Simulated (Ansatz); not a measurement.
Relaxation of a periodic cell of 17 atoms, Mg8O9 (host MgO, host structure Fm-3m, interstitial O), to a largest force component of 0.08 eV/Å in at most 25 steps.

All numbers below come from DFT PBE, scalar-relativistic, plane waves, PAW (Ansatz 0.2.0). Settings: PAW set soft_1, cutoff 420 eV, k mesh 2x2x2, fermi-dirac smearing 0.05 eV, spin collinear.

```xyz
17
Lattice="0.0000 3.8990 3.8990 3.8990 0.0000 3.8990 3.8990 3.8990 0.0000" Properties=species:S:1:pos:R:3
Mg 0.000 0.000 0.000
O 1.950 1.950 1.950
Mg 1.950 1.950 0.000
O 3.899 3.899 1.950
Mg 1.950 0.000 1.950
O 3.899 1.950 3.899
Mg 3.899 1.950 1.950
O 5.848 3.899 3.899
Mg 0.000 1.950 1.950
O 1.950 3.899 3.899
Mg 1.950 3.899 1.950
O 3.899 5.848 3.899
Mg 1.950 1.950 3.899
O 3.899 3.899 5.848
Mg 3.899 3.899 3.899
O 5.848 5.848 5.848
O 0.979 2.901 2.903
```

Task: Where does it end, and by what steps?

Result: The run converged. The threshold is loose, so the end isn't yet a minimum. Limits of this set-up: coarse k mesh. After 13 steps the energy has fallen by 8.481 eV; O17 moved furthest, 1.08 Å. Parted: Mg1–O17. Joined: Mg5–O17.

| step | energy less start (eV) | largest force component (eV/Å) | accepted |
| --- | --- | --- | --- |
| 0 | 0.0000 | 5.983 | yes |
| 1 | -3.4029 | 3.008 | yes |
| 2 | -4.6837 | 1.964 | yes |
| 3 | -5.0215 | 1.571 | yes |
| 4 | -5.2574 | 1.580 | yes |
| 5 | -5.3229 | 1.607 | yes |
| 6 | -5.4565 | 1.755 | yes |
| 7 | -6.3685 | 2.946 | yes |
| 8 | -6.4632 | 6.225 | yes |
| 9 | -7.0566 | 1.519 | yes |
| 10 | -7.8506 | 0.984 | yes |
| 11 | -8.2149 | 0.708 | yes |
| 12 | -8.4217 | 0.729 | yes |
| 13 | -8.4813 | 0.017 | yes |

```xyz
17
Lattice="0.0000 3.8990 3.8990 3.8990 0.0000 3.8990 3.8990 3.8990 0.0000" Properties=species:S:1:pos:R:3
Mg -0.057 0.018 0.057
O 2.369 2.005 1.529
Mg 1.861 2.006 -0.111
O 3.842 3.955 2.007
Mg 1.892 0.148 2.006
O 3.842 2.005 3.955
Mg 4.009 2.005 2.037
O 5.791 3.956 3.955
Mg -0.223 2.005 1.976
O 1.893 3.955 3.955
Mg 1.893 3.863 2.005
O 3.842 5.905 3.955
Mg 1.922 2.006 4.121
O 3.842 3.955 5.905
Mg 3.842 3.994 3.956
O 5.791 5.905 5.904
O 1.418 2.006 2.480
```

Whether the end is a true minimum wasn't checked by a vibrational analysis.

Time of the run: 3.7 min on 1 thread of Intel(R) Xeon(R) Platinum 8259CL CPU @ 2.50GHz (Skylake/Cascade Lake), with other jobs on the host, peak memory 0.81 GiB.
